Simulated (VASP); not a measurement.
**Si: single point with PBE**

Crystal: Si.

```
Si
1.0
     3.56025    0.00000    0.00000
    -1.78012    3.08327    0.00000
     0.00000    0.00000    5.95387
Si
4
Direct
  0.00000 0.00000 0.50000
  0.00000 0.00000 0.00000
  0.33333 0.66667 0.75000
  0.66667 0.33333 0.25000
```

The cell was built by a generator and needn't be a form met in nature.

```json
{
  "Program": "VASP 6.6.1",
  "Task": "single point",
  "Functional": "PBE",
  "Potentials or basis": "VASP PAW PBE potentials, release 64 (Si)",
  "Cutoff": "520 eV",
  "k mesh": "6 × 6 × 4",
  "Occupations": "gaussian, width 0.1 eV",
  "Spin": "no spin polarisation",
  "Dipole correction": "no",
  "Further INCAR settings": "ALGO = Normal; EDIFF = 1e-07; NBANDS = 16"
}
```

```
Pressure               : 0.0 GPa
Band gap on the k mesh : none (metal or under the smearing width)
```

Levels at points of the mesh, in eV from the Fermi level:
```csv
k point,band 4,band 5,band 6,band 7,band 8,band 9,band 10,band 11,band 12,band 13
"(0.00, 0.00, 0.00)",-0.62,-0.62,0.41,0.78,0.78,2.05,2.82,2.82,3.63,3.81
"(0.50, 0.00, 0.00)",-6.10,-5.83,-5.10,-3.06,0.20,0.57,0.71,1.50,3.22,3.73
"(0.00, 0.00, 0.50)",-4.69,0.08,0.08,0.08,0.08,2.82,2.82,2.90,2.90,2.90
"(0.50, 0.00, 0.50)",-8.07,-2.13,-2.13,-1.83,-1.83,-1.24,-1.24,1.89,1.89,5.11
```

It took 12 s on 1 thread of Intel(R) Xeon(R) Platinum 8488C (Sapphire Rapids), on a shared host, peak memory 0.18 GiB.
